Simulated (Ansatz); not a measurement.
# ZnO under changes of volume

One of the cells (16.689 Å³/atom); the others are scaled copies at fixed shape and fractional positions:

```
CELL_PARAMETERS angstrom
3.28797 0.00000 0.00000
-1.64398 2.84746 0.00000
0.00000 0.00000 7.13044
ATOMIC_POSITIONS crystal
Zn 0.00000 0.00000 0.25000
Zn 0.00000 0.00000 0.75000
O 0.66667 0.33333 0.75000
O 0.33333 0.66667 0.25000
```

Measurements of this composition are mostly on another form, of space group No. 186.

| Quantity | Value |
| --- | --- |
| Program | Ansatz 0.2.0 |
| Functional | PBE |
| Potentials or basis | Ansatz PAW |
| Cutoff | 420 eV (not typed: the program's choice for these potentials) |
| k mesh | 9 × 9 × 4 |
| Occupations | fermi-dirac, width 0.05 eV |
| Spin | no spin polarisation |

```tsv
volume (Å³/atom)	energy over the lowest point (meV/atom)	pressure (GPa)
15.688	?	?
16.022	4.99	3.2
16.356	0.47	1.2
16.689	0.00	-0.7
17.023	3.23	-2.4
17.357	9.71	-3.9
17.691	19.20	-5.2
```

Task: What does the run at 15.688 Å³/atom give?

Result: Energy over the lowest point 14.09 meV/atom; pressure 5.5 GPa.

Worked out: A Birch-Murnaghan fit of order 3 (a polynomial in V^(-2/3)) to the other rows has its minimum at 16.56 Å³/atom with B0 = V·E''(V) = 91 GPa and B' = 4.2 at fixed shape and positions, which overstates the stiffness. It gives 14.04 meV/atom at 15.688 Å³/atom, against the run's 14.09, and -dE/dV = 5.5 GPa, against 5.5.

Energies are extrapolated to zero smearing.
